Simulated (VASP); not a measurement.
# Si in VASP: relaxation of the atoms with r2SCAN

Aim: the relaxation of the atoms of Si with r2SCAN.

Everything below comes from runs of VASP 6.6.1. Logs are shortened: lines on timing, memory, paths and dates and some standing lists are left out, and cuts for length are marked.

### 1 The structure

The cell holds a slab with vacuum, 12 atoms: a = 7.693 Å, b = 3.847 Å, c = 21.400 Å, α = 90.00°, β = 90.00°, γ = 90.00°.

The cell was built by a generator and needn't be a form met in nature.

### 2 Relaxation of the atoms, r2SCAN

The input, INCAR:

```
ALGO = Normal ; DIPOL = 0.5 0.5 0.500
EDIFF = 1E-6 ; EDIFFG = -0.01
ENCUT = 520 ; IBRION = 2
IDIPOL = 3 ; ISIF = 2
ISMEAR = 0 ; ISYM = 0
KPAR = 4 ; LASPH = T
LCHARG = F ; LDIPOL = T
LMIXTAU = T ; LREAL = F
LWAVE = F ; METAGGA = R2SCAN
NELM = 120 ; NSW = 90
PREC = Accurate ; SIGMA = 0.03
```

The input, KPOINTS:

```
k-points
0
Gamma
  4 7 1
```

The input, POSCAR:

```
Si
1.0
    7.6933218000      0.0000000000      0.0000000000
    0.0000000000      3.8466609000      0.0000000000
    0.0000000000      0.0000000000     21.4000000000
Si
12
Direct
   -0.0935876600      0.0000000000      0.3551401900
    0.5935876600      1.0000000000      0.3271028000
    0.5000000000      0.5000000000      0.4046729000
    0.0000000000      0.5000000000      0.4046729000
    0.2500000000      0.5000000000      0.4682243000
    0.7500000000      0.5000000000      0.4682243000
    0.7500000000      1.0000000000      0.5317757000
    0.2500000000      0.0000000000      0.5317757000
    0.5000000000      0.0000000000      0.5953271000
    0.0000000000      0.0000000000      0.5953271000
   -0.0935876600      0.5000000000      0.6448598100
    0.5935876600      0.5000000000      0.6728972000
```

Potentials or basis: VASP PAW PBE potentials, release 64 (Si).

Run with:

```
cat potpaw_PBE.64/Si/POTCAR > POTCAR
mpirun -np 4 vasp_std > vasp.out
```

OUTCAR:

```text
EDIFF = 1E-6
   EDIFFG = -0.01
   ENCUT = 520
   IBRION = 2
   ISIF = 2
   ISMEAR = 0
   ISYM = 0
   LASPH = T
   LREAL = F
   METAGGA = R2SCAN
   NELM = 120
   NSW = 90
   PREC = Accurate

 ion  position               nearest neighbor table
   1  0.906  0.000  0.355-   4 2.31   4 2.31   2 2.48
   2  0.594  0.000  0.327-   1 2.48   3 2.64   3 2.64
   3  0.500  0.500  0.405-   5 2.36   6 2.36   2 2.64   2 2.64
   4  0.000  0.500  0.405-   1 2.31   1 2.31   6 2.36   5 2.36
   5  0.250  0.500  0.468-   8 2.36   8 2.36   3 2.36   4 2.36
   6  0.750  0.500  0.468-   7 2.36   7 2.36   3 2.36   4 2.36
   7  0.750  0.000  0.532-   6 2.36   6 2.36  10 2.36   9 2.36
   8  0.250  0.000  0.532-   5 2.36   5 2.36  10 2.36   9 2.36
   9  0.500  0.000  0.595-   7 2.36   8 2.36  12 2.64  12 2.64
  10  0.000  0.000  0.595-  11 2.31  11 2.31   7 2.36   8 2.36
  11  0.906  0.500  0.645-  10 2.31  10 2.31  12 2.48
  12  0.594  0.500  0.673-  11 2.48   9 2.64   9 2.64

IMPORTANT INFORMATION: All symmetrisations will be switched off!
NOSYMM: (Re-)initialisation of all symmetry stuff for point group C_1.

----------------------------------------------------------------------------------------

                                     Primitive cell

  volume of cell :     633.3030

  direct lattice vectors                    reciprocal lattice vectors
     7.693321800  0.000000000  0.000000000     0.129982864  0.000000000  0.000000000
     0.000000000  3.846660900  0.000000000     0.000000000  0.259965728  0.000000000
     0.000000000  0.000000000 21.400000000     0.000000000  0.000000000  0.046728972

  length of vectors
     7.693321800  3.846660900 21.400000000     0.129982864  0.259965728  0.046728972

  position of ions in fractional coordinates (direct lattice)
     0.906412340  0.000000000  0.355140190
     0.593587660  0.000000000  0.327102800
     0.500000000  0.500000000  0.404672900
     0.000000000  0.500000000  0.404672900
     0.250000000  0.500000000  0.468224300
     0.750000000  0.500000000  0.468224300
     0.750000000  0.000000000  0.531775700
     0.250000000  0.000000000  0.531775700
     0.500000000  0.000000000  0.595327100
     0.000000000  0.000000000  0.595327100
     0.906412340  0.500000000  0.644859810
     0.593587660  0.500000000  0.672897200

  ion indices of the primitive-cell ions
   primitive index   ion index
                 1           1
                 2           2
                 3           3
                 4           4
                 5           5
[... 109 lines left out ...]
--------------------------------------- Ionic step        1  -------------------------------------------

 number of electron      47.9999998 magnetization

 Free energy of the ion-electron system (eV)
  ---------------------------------------------------
  ext. energy  EPLUGINS =         0.00000000
  ---------------------------------------------------
  free energy    TOTEN  =       -98.15842289 eV

  energy without entropy =      -98.15533443  energy(sigma->0) =      -98.15687866

------------------------ aborting loop because EDIFF is reached ----------------------------------------

  FORCE on cell =-STRESS in cart. coord.  units (eV):
  Direction    XX          YY          ZZ          XY          YZ          ZX
  --------------------------------------------------------------------------------------
  -------------------------------------------------------------------------------------
  Total       -6.0645578     -6.5388591     -3.1823268      0.0000010      0.0000023     -0.0000087
  in kB      -15.3425713    -16.5424940     -8.0508880      0.0000025      0.0000058     -0.0000220
  external PRESSURE =     -13.3119844 kB  Pullay stress =       0.0000000 kB
[... 119 lines left out ...]
  FREE ENERGIE OF THE ION-ELECTRON SYSTEM (eV)
  ---------------------------------------------------
  free  energy   TOTEN  =       -98.9192617276 eV

  energy  without entropy=      -98.9136665144  energy(sigma->0) =      -98.91646412

 vacuum level on the upper side and lower side of the slab       (xc-potential included)         0.001         0.001

[... ionic steps 4 to 28 ...]

--------------------------------------- Ionic step       29  -------------------------------------------

 number of electron      47.9999999 magnetization

------------------------ aborting loop because EDIFF is reached ----------------------------------------
[... 81 lines left out ...]
  FREE ENERGIE OF THE ION-ELECTRON SYSTEM (eV)
  ---------------------------------------------------
  free  energy   TOTEN  =       -99.5081485982 eV

  energy  without entropy=      -99.5081485982  energy(sigma->0) =      -99.50814860

 dipolmoment           0.000000      0.000000      0.000000 electrons x Angstroem

--------------------------------------- Ionic step       31  -------------------------------------------

 number of electron      47.9999998 magnetization

 dipolmoment           0.000000      0.000000     -0.000000 electrons x Angstroem

 Free energy of the ion-electron system (eV)
  ---------------------------------------------------
  ext. energy  EPLUGINS =         0.00000000
  ---------------------------------------------------
  free energy    TOTEN  =       -99.50817859 eV

  energy without entropy =      -99.50817859  energy(sigma->0) =      -99.50817859

 E-fermi :  -0.7530     XC(G=0):  -4.3075

 val. band max:       -0.8886880776   @ k =   0.5000   0.1429   0.0000
 cond. band min:      -0.5815328713   @ k =   0.0000   0.4286   0.0000
 fundamental gap:      0.3071552063
 Fermi energy:        -0.7530095309

 k-point     1 :       0.0000    0.0000    0.0000
  band No.  band energies     occupation
      1     -13.6541      2.00000
      2     -12.7732      2.00000
      3     -11.5169      2.00000
      4     -10.7680      2.00000
      5     -10.5236      2.00000
      6     -10.2531      2.00000
[... 499 lines left out ...]
     30       1.3129      0.00000
     31       2.2696      0.00000

------------------------ aborting loop because EDIFF is reached ----------------------------------------

 vacuum level on the upper side and lower side of the slab       (xc-potential included)        -0.031        -0.030

  FORCE on cell =-STRESS in cart. coord.  units (eV):
  Direction    XX          YY          ZZ          XY          YZ          ZX
  --------------------------------------------------------------------------------------
  -------------------------------------------------------------------------------------
  Total       -5.9892077      1.1895662      0.0159186      0.0000000     -0.0000000     -0.0000008
  in kB      -15.1519448      3.0094534      0.0402721      0.0000000     -0.0000001     -0.0000019
  external PRESSURE =      -4.0340731 kB  Pullay stress =       0.0000000 kB
[... 27 lines left out ...]
  FREE ENERGIE OF THE ION-ELECTRON SYSTEM (eV)
  ---------------------------------------------------
  free  energy   TOTEN  =       -99.5081785884 eV

  energy  without entropy=      -99.5081785884  energy(sigma->0) =      -99.50817859

 reached required accuracy - stopping structural energy minimisation

 vacuum level on the upper side and lower side of the slab         4.170         4.170
```

OSZICAR:

```text
N       E                     dE             d eps       ncg     rms          rms(c)
DAV:   1     0.196579420639E+03    0.19658E+03   -0.15566E+04   930   0.114E+03
DAV:   2    -0.827978041031E+02   -0.27938E+03   -0.26979E+03  1272   0.190E+02
DAV:   3    -0.105226412047E+03   -0.22429E+02   -0.21970E+02  1093   0.557E+01
[... 495 lines left out ...]
DAV:   5    -0.995081819686E+02   -0.96616E-05   -0.65168E-05   944   0.598E-02    0.903E-04
DAV:   6    -0.995081775611E+02    0.44075E-05   -0.11670E-05   992   0.301E-02    0.788E-04
DAV:   7    -0.995081812840E+02   -0.37229E-05   -0.29994E-06   848   0.139E-02    0.432E-04
DAV:   8    -0.995081793479E+02    0.19361E-05   -0.38284E-06   838   0.181E-02    0.145E-04
DAV:   9    -0.995081785884E+02    0.75951E-06   -0.93123E-07   788   0.910E-03
  31 F= -.99508179E+02 E0= -.99508179E+02  d E =-.299902E-04
```

CONTCAR:

```text
Si
   1.00000000000000
     7.6933217999999997    0.0000000000000000    0.0000000000000000
     0.0000000000000000    3.8466608999999998    0.0000000000000000
     0.0000000000000000    0.0000000000000000   21.3999999999999986
  Si
    12
Direct
     0.8632338974308104    0.9999999997450870    0.3711577582476956
     0.5749622827096915    0.9999999997871000    0.3385229271217646
     0.5231860601938022    0.4999999998131181    0.4023522014407256
     0.0102833497006526    0.4999999998170297    0.4020573888037786
     0.2665027377797501    0.5000000000099910    0.4665963355413458
     0.7618317097846428    0.4999999998339741    0.4696567320668303
     0.7618316884841414    0.9999999999992902    0.5303432769558190
     0.2665027261712791    0.0000000000301184    0.5334036614404597
     0.5231860487256580    0.0000000001031825    0.5976478012888372
     0.0102833484776132    0.0000000003000239    0.5979426124248335
     0.8632338834758373    0.5000000003930017    0.6288422393199193
     0.5749622670661217    0.5000000001680823    0.6614770653479903

  0.00000000E+00  0.00000000E+00  0.00000000E+00
  0.00000000E+00  0.00000000E+00  0.00000000E+00
  0.00000000E+00  0.00000000E+00  0.00000000E+00
  0.00000000E+00  0.00000000E+00  0.00000000E+00
  0.00000000E+00  0.00000000E+00  0.00000000E+00
  0.00000000E+00  0.00000000E+00  0.00000000E+00
  0.00000000E+00  0.00000000E+00  0.00000000E+00
  0.00000000E+00  0.00000000E+00  0.00000000E+00
  0.00000000E+00  0.00000000E+00  0.00000000E+00
  0.00000000E+00  0.00000000E+00  0.00000000E+00
  0.00000000E+00  0.00000000E+00  0.00000000E+00
  0.00000000E+00  0.00000000E+00  0.00000000E+00
```

Run time: 84 min. Hardware: 4 MPI ranks of Intel Xeon Platinum 8559C (Emerald Rapids), shared host; peak memory 0.89 GiB.

Results:

* Free energy: -99.5082 eV
* Energy gained by relaxing: 112.5 meV/atom
* Ionic steps: 31
* Largest force after relaxing: 0.008 eV/Å
* Band gap on the k mesh: 0.31 eV, indirect (least direct gap 0.67 eV)

Forces in eV/Å, atoms in the order of the input:
```
Si   0.000  0.000  0.000
Si   0.002  0.000 -0.003
Si  -0.003  0.000  0.000
Si  -0.005  0.000  0.000
Si   0.000  0.000  0.000
Si   0.006  0.000 -0.005
Si   0.006  0.000  0.005
Si   0.000  0.000  0.000
Si  -0.003  0.000  0.000
Si  -0.005  0.000  0.000
Si   0.000  0.000  0.000
Si   0.002  0.000  0.003
```

Step by step:
| step | energy change (eV) | largest force (eV/Å) | pressure (GPa) |
| --- | --- | --- | --- |
| 1 | 0.0000 | 1.6108 | -1.33 |
| 2 | -0.3999 | 1.0725 | -1.38 |
| 3 | -0.7608 | 1.1767 | -1.08 |
| 4 | -0.7825 | 1.0426 | -1.22 |
| 5 | -0.9964 | 0.7887 | -1.01 |
| 6 | -0.9991 | 0.8924 | -0.97 |
| 7 | -1.1071 | 0.4804 | -0.90 |
| 8 | -1.1227 | 0.4751 | -0.84 |
| 9 | -1.1882 | 0.4236 | -0.78 |
| 10 | -1.2889 | 0.5310 | -0.64 |
| 11 | -1.3299 | 0.2792 | -0.53 |
| 12 | -1.3328 | 0.1803 | -0.56 |
| 13 | -1.3421 | 0.1119 | -0.52 |
| 14 | -1.3424 | 0.1187 | -0.51 |
| 15 | -1.3460 | 0.0800 | -0.48 |
| 16 | -1.3460 | 0.0780 | -0.48 |
| 17 | -1.3473 | 0.0488 | -0.48 |
| 18 | -1.3473 | 0.0574 | -0.48 |
| 19 | -1.3483 | 0.0321 | -0.46 |
| 20 | -1.3484 | 0.0361 | -0.46 |
| 21 | -1.3490 | 0.0375 | -0.43 |
| 22 | -1.3491 | 0.0514 | -0.42 |
| 23 | -1.3495 | 0.0224 | -0.38 |
| 24 | -1.3495 | 0.0182 | -0.39 |
| 25 | -1.3496 | 0.0127 | -0.39 |
| 26 | -1.3496 | 0.0130 | -0.39 |
| 27 | -1.3497 | 0.0116 | -0.39 |
| 28 | -1.3497 | 0.0138 | -0.39 |
| 29 | -1.3497 | 0.0121 | -0.40 |
| 30 | -1.3497 | 0.0149 | -0.40 |
| 31 | -1.3498 | 0.0080 | -0.40 |

Final structure:
```cif
data_structure
_symmetry_space_group_name_H-M 'P 1'
_symmetry_Int_Tables_number 1
_cell_length_a 7.6933
_cell_length_b 3.8467
_cell_length_c 21.4000
_cell_angle_alpha 90.000
_cell_angle_beta 90.000
_cell_angle_gamma 90.000
_cell_volume 633.30
loop_
_atom_site_label
_atom_site_type_symbol
_atom_site_fract_x
_atom_site_fract_y
_atom_site_fract_z
_atom_site_occupancy
Si1 Si 0.86323 0.00000 0.37116 1
Si2 Si 0.57496 0.00000 0.33852 1
Si3 Si 0.52319 0.50000 0.40235 1
Si4 Si 0.01028 0.50000 0.40206 1
Si5 Si 0.26650 0.50000 0.46660 1
Si6 Si 0.76183 0.50000 0.46966 1
Si7 Si 0.76183 0.00000 0.53034 1
Si8 Si 0.26650 0.00000 0.53340 1
Si9 Si 0.52319 0.00000 0.59765 1
Si10 Si 0.01028 0.00000 0.59794 1
Si11 Si 0.86323 0.50000 0.62884 1
Si12 Si 0.57496 0.50000 0.66148 1
```

Levels at points of the mesh, in eV from the valence-band top:
| k point | band 21 | band 22 | band 23 | band 24 | band 25 | band 26 | band 27 | band 28 |
| --- | --- | --- | --- | --- | --- | --- | --- | --- |
| (0.00, 0.00, 0.00) | -0.85 | -0.80 | -0.70 | -0.21 | 0.59 | 0.73 | 0.87 | 1.70 |
| (0.50, 0.00, 0.00) | -0.80 | -0.77 | -0.47 | -0.11 | 0.56 | 0.66 | 1.48 | 2.01 |

Caveat: the PAW data sets were made with another functional, which shifts forces and pressure a little. r2SCAN opens gaps a little over a GGA but as a rule still falls short of measured ones.
